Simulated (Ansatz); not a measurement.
**LiCl (Fm-3m): charge-density difference against the sublattices in Python**

The task is a charge-density difference against the sublattices, for LiCl (Fm-3m).

The COD entry's cell or inner coordinates are ideal or old and differ from later refinements, so a difference from it is no clean test against experiment.

All numbers are computed with Ansatz 0.2.0, driven from Python. Level of theory: DFT PBE, plane waves, PAW.

### Step 1. The system

The structure is cubic, space group Fm-3m (No. 225). The conventional cell has a = 5.130 Å, b = 5.130 Å, c = 5.130 Å, α = 90.00°, β = 90.00°, γ = 90.00°. Li (site symmetry m-3m) has 6 Cl at 2.56 Å as nearest neighbours. Cl (site symmetry m-3m) has 6 Li at 2.56 Å as nearest neighbours.

The script holds or builds the structure itself.

### Step 2. Script

Contents of drho.py:

```python
import ansatz as az
import numpy as np

VECTORS = np.array([
    [0.0, 2.56477, 2.56477],
    [2.56477, 0.0, 2.56477],
    [2.56477, 2.56477, 0.0],
])
SITES = [
    ("Li", (0.0, 0.0, 0.0)),
    ("Cl", (0.5, 0.5, 0.5)),
]


def build(cell):
    crystal = az.Crystal(lattice=az.Lattice.of(cell))
    for symbol, position in SITES:
        crystal = crystal.atom(symbol, position)
    return crystal

def solve(crystal):
    return (
        crystal.calculation()
        .functional("PBE")
        .occupations("Fermi-Dirac")
        .basis(460, grid_basis="typed")
        .kpoints(6, 6, 6)
        .density()
        .run(threads=1)
    )


whole = solve(build(VECTORS))
difference = whole.density().channels[0].density_e_per_ang3.copy()
binding = whole.report["free_energy_ev"]
for element in ["Li", "Cl"]:
    part = az.Crystal(lattice=az.Lattice.of(VECTORS))
    for symbol, position in SITES:
        if symbol == element:
            part = part.atom(symbol, position)
    alone = solve(part)
    difference -= alone.density().channels[0].density_e_per_ang3
    binding -= alone.report["free_energy_ev"]
    print(f"{element} sublattice: {alone.report['n_electrons']:g} electrons, {alone.report['n_iterations']} iterations")

voxel = abs(np.linalg.det(VECTORS)) / difference.size
print(f"energy of the crystal less its unpolarised sublattices: {binding / len(SITES):.4f} eV/atom")
print(f"net charge of the difference {difference.sum() * voxel:.5f} e, charge moved {0.5 * np.abs(difference).sum() * voxel:.3f} e")
print(f"extremes {difference.min():.4f} and {difference.max():.4f} e/A^3")
for (symbol, position) in SITES:
    index = tuple(int(round(p * n)) % n for p, n in zip(position, difference.shape))
    print(f"  change of the pseudo-density at the grid point nearest {symbol}: {difference[index]:+.4f} e/A^3")
```

### Step 3. The run

Command:

```bash
$ python drho.py
```

Standard output:

```text
Li sublattice: 3 electrons, 6 iterations
Cl sublattice: 7 electrons, 7 iterations
energy of the crystal less its unpolarised sublattices: -2.4659 eV/atom
net charge of the difference 0.00000 e, charge moved 0.244 e
extremes -0.0560 and 0.0515 e/A^3
  change of the pseudo-density at the grid point nearest Li: -0.0206 e/A^3
  change of the pseudo-density at the grid point nearest Cl: -0.0482 e/A^3
```

Run time: 1.8 s. Hardware: 1 thread of Arm Neoverse V1, shared host; peak memory 0.32 GiB.

### Step 4. What each run gave

The 3 runs, in the order started:

```csv
run,system,energy (eV/atom),volume (Å³/atom),SCF cycles,CPU time (s)
1,LiCl (2 atoms),-643.9166,16.87,6,0.51
2,Li (1 atom),-204.5024,33.74,6,0.27
3,Cl (1 atom),-1078.3991,33.74,7,0.41
```

Energies are free energies F = E - TS of the smeared occupations. Totals carry meaning only in balanced differences at one level of theory.

### Step 5. Results

| quantity | value |
| --- | --- |
| charge moved | 0.244 e |
| crystal less its sublattices | -2.4659 eV/atom |
| runs compared | 3 |

**Reading.** All 3 runs converged (6 to 7 cycles). What to keep in mind:
- A cell with an odd number of electrons is run without spin, so a magnetic state may lie lower.
- Of the deposited cell: the entry's cell lengths or inner coordinates differ somewhat from later room-temperature determinations.
- Grid values close to the nuclei reflect the PAW or pseudopotential construction, not the all-electron fields.
- Charge moved counts every rearrangement, bonding and polarisation too, and is no transfer between atoms; the bare sublattices are artificial references.
